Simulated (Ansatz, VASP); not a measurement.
**One calculation of Al, two programs**

```
Al
1.0
     0.00000    1.97948    1.97948
     1.97948    0.00000    1.97948
     1.97948    1.97948    0.00000
Al
1
Direct
  0.00000 0.00000 0.00000
```

Alike in both runs: task single point; functional PBE; k mesh 18 × 18 × 18; occupations gaussian, width 0.1 eV; no spin polarisation.

|  | VASP | Ansatz |
| --- | --- | --- |
| version | VASP 6.6.1 | Ansatz 0.2.0 |
| potentials or method | VASP PAW PBE potentials, release 64 (Al) | scalar-relativistic, plane waves, PAW |
| plane-wave cutoff (eV) | 520 | 420 |
| valence electrons in the cell | 3 | 3 |

|  | VASP | Ansatz | Ansatz less VASP |
| --- | --- | --- | --- |
| gap on the k mesh at the Fermi level (eV) | none | none | - |
| pressure (GPa) | 5.4 | 5.4 | +0.04 |

A gap of «none» marks a metal or a gap that the smearing closes. With one functional, cell and mesh, what is left measures potentials, basis and numerics.
